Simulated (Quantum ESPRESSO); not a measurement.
# TiSe2 in Quantum ESPRESSO: work function with PBE

Aim: the work function of TiSe2 with PBE.

The COD entry that gives the cell may itself be a prediction, so a difference from it is no test against experiment.

All numbers are computed with Quantum ESPRESSO 7.5; they aren't measurements. Logs are shortened: lines on timing, memory, paths and dates and some standing lists are left out, and cuts for length are marked.

### Step 1. Starting point

The cell holds a slab with vacuum, 6 atoms: a = 3.536 Å, b = 3.536 Å, c = 24.068 Å, α = 90.00°, β = 90.00°, γ = 120.00°.

### Step 2. Work function, PBE

File pw.in:

```
&CONTROL
  calculation = 'scf'
  prefix = 'pwscf'
  outdir = './tmp'
  pseudo_dir = './pseudo'
  tprnfor = .true.
  disk_io = 'low'
/
&SYSTEM
  ibrav = 0
  celldm(1) = 8
  nat = 6
  ntyp = 2
  ecutwfc = 86
  nbnd = 57
  occupations = 'smearing'
  smearing = 'fd'
  degauss = 0.00367493
/
&ELECTRONS
  conv_thr = 6d-09
  electron_maxstep = 150
  mixing_beta = 0.3
  mixing_mode = 'local-TF'
/
ATOMIC_SPECIES
Se    78.9710 Se.upf
Ti    47.8670 Ti.upf
CELL_PARAMETERS alat
  0.8352593738436  -0.0000000000000   0.0000000000000
 -0.4176296869102   0.7233558364909   0.0000000000000
  0.0000000000000   0.0000000000000   5.6853453588187
ATOMIC_POSITIONS crystal
Se     0.6666666667    0.3333333334    0.3116113675
Ti     0.0000000000    0.0000000000    0.3752723566
Se     0.3333333333    0.6666666666    0.4389333458
Se     0.6666666667    0.3333333334    0.5610666542
Ti     0.0000000000    0.0000000000    0.6247276434
Se     0.3333333333    0.6666666666    0.6883886325
K_POINTS automatic
9 9 1 0 0 0
```

File pp_density.in:

```
&INPUTPP
  prefix = 'pwscf'
  outdir = './tmp'
  filplot = 'density.dat'
  plot_num = 0
/
&PLOT
  nfile = 1
  filepp(1) = 'density.dat'
  iflag = 3
  output_format = 6
  fileout = 'density.cube'
/
```

File pp_potential.in:

```
&INPUTPP
  prefix = 'pwscf'
  outdir = './tmp'
  filplot = 'potential.dat'
  plot_num = 11
/
&PLOT
  nfile = 1
  filepp(1) = 'potential.dat'
  iflag = 3
  output_format = 6
  fileout = 'potential.cube'
/
```

File pp_elf.in:

```
&INPUTPP
  prefix = 'pwscf'
  outdir = './tmp'
  filplot = 'elf.dat'
  plot_num = 8
/
&PLOT
  nfile = 1
  filepp(1) = 'elf.dat'
  iflag = 3
  output_format = 6
  fileout = 'elf.cube'
/
```

Potentials or basis: PseudoDojo 0.4.1 SR PBE standard.

Started as:

```sh
$ OMP_NUM_THREADS=1 pw.x -in pw.in > pw.out
$ OMP_NUM_THREADS=1 pp.x -in pp_density.in > pp_density.out
$ OMP_NUM_THREADS=1 pp.x -in pp_potential.in > pp_potential.out
$ OMP_NUM_THREADS=1 pp.x -in pp_elf.in > pp_elf.out
```

pw.out:

```text
This program is part of the open-source Quantum ESPRESSO suite
     for quantum simulation of materials; please cite
[... 9 lines left out ...]
     --------------------
     sticks:   dense  smooth     PW     G-vecs:    dense   smooth      PW
     Sum        1057    1057    301               189461   189461   28847

     Using Slab Decomposition

     bravais-lattice index     =            0
     lattice parameter (alat)  =       8.0000  a.u.
     unit-cell volume          =    1758.7340 (a.u.)^3
     number of atoms/cell      =            6
     number of atomic types    =            2
     number of electrons       =        88.00
     number of Kohn-Sham states=           57
     kinetic-energy cutoff     =      86.0000  Ry
     charge density cutoff     =     344.0000  Ry
     scf convergence threshold =      6.0E-09
     mixing beta               =       0.3000
     number of iterations used =            8  local-TF  mixing
     Exchange-correlation= PBE
                           (   1   4   3   4   0   0   0)

     celldm(1)=   8.000000  celldm(2)=   0.000000  celldm(3)=   0.000000
     celldm(4)=   0.000000  celldm(5)=   0.000000  celldm(6)=   0.000000

     crystal axes: (cart. coord. in units of alat)
               a(1) = (   0.835259  -0.000000   0.000000 )
               a(2) = (  -0.417630   0.723356   0.000000 )
               a(3) = (   0.000000   0.000000   5.685345 )

     reciprocal axes: (cart. coord. in units 2 pi/alat)
               b(1) = (  1.197233  0.691223 -0.000000 )
               b(2) = (  0.000000  1.382445 -0.000000 )
               b(3) = ( -0.000000 -0.000000  0.175891 )

     PseudoPot. # 1 for Se read from file:
     Se.upf
     Pseudo is Norm-conserving + core correction, Zval = 16.0
     Generated using ONCVPSP code by D. R. Hamann
     Using radial grid of 1214 points,  6 beta functions with:
                l(1) =   0
                l(2) =   0
                l(3) =   1
                l(4) =   1
                l(5) =   2
                l(6) =   2

     PseudoPot. # 2 for Ti read from file:
     Ti.upf
     Pseudo is Norm-conserving + core correction, Zval = 12.0
     Generated using ONCVPSP code by D. R. Hamann
     Using radial grid of 1586 points,  6 beta functions with:
                l(1) =   0
                l(2) =   0
                l(3) =   1
                l(4) =   1
                l(5) =   2
                l(6) =   2

     atomic species   valence    mass     pseudopotential
     Se               16.00    78.97100     Se( 1.00)
     Ti               12.00    47.86700     Ti( 1.00)

     12 Sym. Ops., with inversion, found

   Cartesian axes

     site n.     atom                  positions (alat units)
         1        Se     tau(   1) = (   0.4176297   0.2411186   1.7716182  )
         2        Ti     tau(   2) = (   0.0000000   0.0000000   2.1335530  )
         3        Se     tau(   3) = (   0.0000000   0.4822372   2.4954877  )
         4        Se     tau(   4) = (   0.4176297   0.2411186   3.1898577  )
         5        Ti     tau(   5) = (   0.0000000   0.0000000   3.5517924  )
         6        Se     tau(   6) = (   0.0000000   0.4822372   3.9137271  )

     number of k points=    12  Fermi-Dirac smearing, width (Ry)=  0.0037
                       cart. coord. in units 2pi/alat
        k(    1) = (   0.0000000   0.0000000   0.0000000), wk =   0.0246914
        k(    2) = (   0.0000000   0.1536051   0.0000000), wk =   0.1481481
        k(    3) = (   0.0000000   0.3072101   0.0000000), wk =   0.1481481
        k(    4) = (   0.0000000   0.4608152   0.0000000), wk =   0.1481481
        k(    5) = (   0.0000000   0.6144202   0.0000000), wk =   0.1481481
        k(    6) = (   0.1330259   0.2304076   0.0000000), wk =   0.1481481
        k(    7) = (   0.1330259   0.3840126   0.0000000), wk =   0.2962963
        k(    8) = (   0.1330259   0.5376177   0.0000000), wk =   0.2962963
        k(    9) = (   0.1330259   0.6912227   0.0000000), wk =   0.1481481
        k(   10) = (   0.2660518   0.4608152   0.0000000), wk =   0.1481481
        k(   11) = (   0.2660518   0.6144202   0.0000000), wk =   0.2962963
        k(   12) = (   0.3990776   0.6912227   0.0000000), wk =   0.0493827

     Dense  grid:   189461 G-vectors     FFT dimensions: (  40,  40, 270)

     Initial potential from superposition of free atoms

     starting charge      87.9965, renormalised to      88.0000

     negative rho (up, down):  1.749E-05 0.000E+00
     Starting wfcs are   56 randomized atomic wfcs +    1 random wfcs

     Self-consistent Calculation

     iteration #  1     ecut=    86.00 Ry     beta= 0.30
     Davidson diagonalization with overlap
     ethr =  1.00E-02,  avg # of iterations =  5.3

     Threshold (ethr) on eigenvalues was too large:
     Diagonalizing with lowered threshold

     Davidson diagonalization with overlap
     ethr =  2.80E-04,  avg # of iterations =  6.9

     total energy              =   -1207.82400352 Ry
     estimated scf accuracy    <       0.25988254 Ry

     iteration #  2     ecut=    86.00 Ry     beta= 0.30
     Davidson diagonalization with overlap
     ethr =  2.95E-04,  avg # of iterations =  1.1

     total energy              =   -1207.80916372 Ry
     estimated scf accuracy    <       0.11377619 Ry

     iteration #  3     ecut=    86.00 Ry     beta= 0.30
     Davidson diagonalization with overlap
     ethr =  1.29E-04,  avg # of iterations =  2.9

     total energy              =   -1207.79850404 Ry
     estimated scf accuracy    <       0.05530408 Ry

     iteration #  4     ecut=    86.00 Ry     beta= 0.30
     Davidson diagonalization with overlap
     ethr =  6.28E-05,  avg # of iterations =  6.8

     total energy              =   -1207.80233749 Ry
     estimated scf accuracy    <       0.00902434 Ry

     iteration #  5     ecut=    86.00 Ry     beta= 0.30
     Davidson diagonalization with overlap
     ethr =  1.03E-05,  avg # of iterations =  5.9

     total energy              =   -1207.80256834 Ry
     estimated scf accuracy    <       0.00538431 Ry

     iteration #  6     ecut=    86.00 Ry     beta= 0.30
     Davidson diagonalization with overlap
     ethr =  6.12E-06,  avg # of iterations =  5.9

     total energy              =   -1207.80279209 Ry
     estimated scf accuracy    <       0.00169960 Ry

     iteration #  7     ecut=    86.00 Ry     beta= 0.30
     Davidson diagonalization with overlap
     ethr =  1.93E-06,  avg # of iterations =  3.2

     negative rho (up, down):  1.675E-04 0.000E+00

     total energy              =   -1207.80265250 Ry
     estimated scf accuracy    <       0.00116781 Ry

     iteration #  8     ecut=    86.00 Ry     beta= 0.30
     Davidson diagonalization with overlap
     ethr =  1.33E-06,  avg # of iterations =  5.9

     negative rho (up, down):  1.082E-03 0.000E+00

     total energy              =   -1207.80267524 Ry
     estimated scf accuracy    <       0.00027295 Ry

     iteration #  9     ecut=    86.00 Ry     beta= 0.30
     Davidson diagonalization with overlap
     ethr =  3.10E-07,  avg # of iterations =  5.2

     negative rho (up, down):  4.118E-04 0.000E+00

     total energy              =   -1207.80276906 Ry
     estimated scf accuracy    <       0.00024523 Ry

     iteration # 10     ecut=    86.00 Ry     beta= 0.30
     Davidson diagonalization with overlap
     c_bands:  1 eigenvalues not converged
     ethr =  2.79E-07,  avg # of iterations =  5.7

     negative rho (up, down):  6.989E-04 0.000E+00

     total energy              =   -1207.80280895 Ry
     estimated scf accuracy    <       0.00002682 Ry

     iteration # 11     ecut=    86.00 Ry     beta= 0.30
     Davidson diagonalization with overlap
     ethr =  3.05E-08,  avg # of iterations =  1.8

     negative rho (up, down):  5.015E-05 0.000E+00

     total energy              =   -1207.80282908 Ry
     estimated scf accuracy    <       0.00001586 Ry

     iteration # 12     ecut=    86.00 Ry     beta= 0.30
     Davidson diagonalization with overlap
     ethr =  1.80E-08,  avg # of iterations =  6.0

     negative rho (up, down):  1.137E-04 0.000E+00

     total energy              =   -1207.80283195 Ry
     estimated scf accuracy    <       0.00000117 Ry

     iteration # 13     ecut=    86.00 Ry     beta= 0.30
     Davidson diagonalization with overlap
     ethr =  1.33E-09,  avg # of iterations =  2.5

     negative rho (up, down):  4.067E-05 0.000E+00

     total energy              =   -1207.80283280 Ry
     estimated scf accuracy    <       0.00000038 Ry

     iteration # 14     ecut=    86.00 Ry     beta= 0.30
     Davidson diagonalization with overlap
     ethr =  4.26E-10,  avg # of iterations =  2.6

     negative rho (up, down):  2.205E-05 0.000E+00

     total energy              =   -1207.80283278 Ry
     estimated scf accuracy    <       0.00000003 Ry

     iteration # 15     ecut=    86.00 Ry     beta= 0.30
     Davidson diagonalization with overlap
     ethr =  3.92E-11,  avg # of iterations =  2.5

     negative rho (up, down):  5.509E-06 0.000E+00

     total energy              =   -1207.80283271 Ry
     estimated scf accuracy    <       0.00000001 Ry

     iteration # 16     ecut=    86.00 Ry     beta= 0.30
     Davidson diagonalization with overlap
     ethr =  1.45E-11,  avg # of iterations =  2.4

     End of self-consistent calculation

          k = 0.0000 0.0000 0.0000 ( 23499 PWs)   bands (ev):

   -55.3046 -55.3046 -45.0275 -45.0275 -45.0274 -45.0274 -45.0089 -45.0089
   -45.0086 -45.0086 -44.9978 -44.9976 -44.9436 -44.9436 -44.9436 -44.9436
   -44.9126 -44.9126 -44.9126 -44.9126 -44.8968 -44.8968 -31.5417 -31.5416
   -31.5220 -31.5220 -31.5220 -31.5220 -11.5102 -11.2893 -10.5407 -10.2813
    -2.6457  -1.8372   0.0505   0.0505   0.0789   0.0789   0.4093   1.6906
     2.6887   2.6887   2.7668   2.7668   2.7792   2.7792   2.8052   2.8052
     3.0937   3.4560   5.7646   5.7646   5.9243   5.9243   7.0757   7.2728
     8.0811

          k = 0.0000 0.1536 0.0000 ( 23645 PWs)   bands (ev):

   -55.3038 -55.3038 -45.0275 -45.0274 -45.0274 -45.0272 -45.0089 -45.0089
   -45.0086 -45.0086 -44.9977 -44.9975 -44.9436 -44.9436 -44.9434 -44.9434
   -44.9127 -44.9127 -44.9126 -44.9126 -44.8967 -44.8967 -31.5394 -31.5393
   -31.5324 -31.5324 -31.5243 -31.5243 -11.3805 -11.1622 -10.4755 -10.2308
    -2.4864  -1.7035  -0.5434  -0.2940   0.0784   0.1191   0.9277   1.4203
     1.5693   1.8574   2.0039   2.0963   2.8789   2.9228   3.3753   3.4230
     3.4628   3.8343   5.2537   5.3311   5.6266   5.8152   7.3503   7.5157
     8.4090

          k = 0.0000 0.3072 0.0000 ( 23679 PWs)   bands (ev):

   -55.3018 -55.3018 -45.0274 -45.0273 -45.0269 -45.0267 -45.0090 -45.0089
   -45.0087 -45.0086 -44.9974 -44.9972 -44.9435 -44.9435 -44.9429 -44.9429
   -44.9127 -44.9127 -44.9127 -44.9127 -44.8964 -44.8964 -31.5589 -31.5589
   -31.5333 -31.5333 -31.5302 -31.5302 -11.0232 -10.8155 -10.3007 -10.1001
    -2.0774  -1.4382  -1.1950  -0.8662  -0.1639   0.0191   0.1090   0.1785
     1.1319   1.4330   1.5524   1.6995   2.6620   2.7383   3.6957   3.7140
     3.7636   4.0147   4.7960   5.2018   5.4801   5.6961   7.9536   8.0626
     9.0371

          k = 0.0000 0.4608 0.0000 ( 23713 PWs)   bands (ev):

   -55.2994 -55.2994 -45.0273 -45.0272 -45.0263 -45.0262 -45.0091 -45.0090
   -45.0088 -45.0086 -44.9971 -44.9970 -44.9434 -44.9434 -44.9424 -44.9424
   -44.9128 -44.9128 -44.9128 -44.9128 -44.8961 -44.8961 -31.5886 -31.5886
   -31.5370 -31.5370 -31.5265 -31.5265 -10.5465 -10.3651 -10.0801  -9.9504
    -2.0773  -1.9124  -1.6175  -1.3020  -1.0428  -0.4196   0.0353   0.1339
     0.6241   1.1604   1.1874   1.3127   2.4096   2.5270   3.7156   3.7647
     3.8838   4.0943   5.1587   5.5142   5.6766   5.7574   8.2181   8.4916
     8.8808

          k = 0.0000 0.6144 0.0000 ( 23719 PWs)   bands (ev):
[... 56 lines left out ...]
   -55.2984 -55.2984 -45.0270 -45.0270 -45.0263 -45.0262 -45.0092 -45.0090
   -45.0090 -45.0085 -44.9969 -44.9969 -44.9431 -44.9431 -44.9423 -44.9423
   -44.9130 -44.9130 -44.9127 -44.9127 -44.8960 -44.8960 -31.5899 -31.5899
   -31.5518 -31.5518 -31.5235 -31.5235 -10.3158 -10.1522  -9.9734  -9.8854
    -1.9050  -1.8668  -1.6980  -1.5297  -0.7990  -0.3945  -0.3129  -0.1691
    -0.0488   0.0224   0.7548   0.8418   3.1388   3.1953   3.5337   3.7757
     3.9186   3.9344   4.7550   4.9314   5.6864   5.8498   9.0443   9.0450
     9.4726

          k = 0.2661 0.6144 0.0000 ( 23694 PWs)   bands (ev):

   -55.2972 -55.2972 -45.0268 -45.0267 -45.0262 -45.0261 -45.0092 -45.0091
   -45.0090 -45.0085 -44.9968 -44.9967 -44.9429 -44.9429 -44.9422 -44.9422
   -44.9131 -44.9131 -44.9127 -44.9127 -44.8958 -44.8958 -31.5965 -31.5965
   -31.5632 -31.5632 -31.5202 -31.5202 -10.0083  -9.8970  -9.8331  -9.8193
    -2.2453  -2.2280  -1.8211  -1.5849  -0.8530  -0.7761  -0.3692  -0.3285
    -0.1796   0.1200   0.2598   0.4403   3.1769   3.3071   3.6584   3.8092
     3.8373   3.8950   4.8947   5.1039   5.5644   5.8766   8.7484   9.0833
     9.3232

          k = 0.3991 0.6912 0.0000 ( 23778 PWs)   bands (ev):

   -55.2968 -55.2968 -45.0265 -45.0264 -45.0264 -45.0263 -45.0092 -45.0092
   -45.0091 -45.0084 -44.9967 -44.9967 -44.9425 -44.9425 -44.9425 -44.9425
   -44.9131 -44.9131 -44.9127 -44.9127 -44.8958 -44.8958 -31.5831 -31.5831
   -31.5830 -31.5830 -31.5191 -31.5191  -9.8704  -9.8704  -9.7723  -9.7723
    -1.8262  -1.8262  -1.8231  -1.5841  -1.5841  -1.5583  -0.5287  -0.1789
    -0.0689  -0.0689   0.1833   0.1833   3.4273   3.4313   3.6757   3.6757
     3.8638   3.8638   5.0834   5.0834   5.4974   5.4974   8.5539   9.6244
     9.7622

     the Fermi energy is     2.2823 ev

!    total energy              =   -1207.80283268 Ry
     estimated scf accuracy    <          4.9E-09 Ry
     smearing contrib. (-TS)   =      -0.00077817 Ry
     internal energy E=F+TS    =   -1207.80205451 Ry

     The total energy is F=E-TS. E is the sum of the following terms:
     one-electron contribution =   -5903.19558930 Ry
     hartree contribution      =    2947.63535042 Ry
     xc contribution           =    -228.62489250 Ry
     ewald contribution        =    1976.38307688 Ry

     convergence has been achieved in  16 iterations

     Forces acting on atoms (cartesian axes, Ry/au):

     atom    1 type  1   force =     0.00000000    0.00000000   -0.00834905
     atom    2 type  2   force =     0.00000000   -0.00000000    0.00152050
     atom    3 type  1   force =     0.00000000    0.00000000    0.00134784
     atom    4 type  1   force =     0.00000000   -0.00000000   -0.00134784
     atom    5 type  2   force =     0.00000000    0.00000000   -0.00152050
     atom    6 type  1   force =     0.00000000   -0.00000000    0.00834905

     Total force =     0.012152     Total SCF correction =     0.000330

=------------------------------------------------------------------------------=
   JOB DONE.
=------------------------------------------------------------------------------=
```

Run time: 6.3 min. Hardware: 1 thread of Arm Neoverse V2, shared host; peak memory 0.56 GiB.

Results:

| Item | Value |
| --- | --- |
| Free energy | -16432.9947 eV |
| Largest force | 0.215 eV/Å |
| Band gap on the k mesh | none (metal or under the smearing width) |
| Work function of the upper face | 5.41 eV |
| Work function of the lower face | 5.41 eV |

Forces on the atoms (eV/Å):
```
Se   0.000  0.000 -0.215
Ti   0.000  0.000  0.039
Se   0.000  0.000  0.035
Se   0.000  0.000 -0.035
Ti   0.000  0.000 -0.039
Se   0.000  0.000  0.215
```
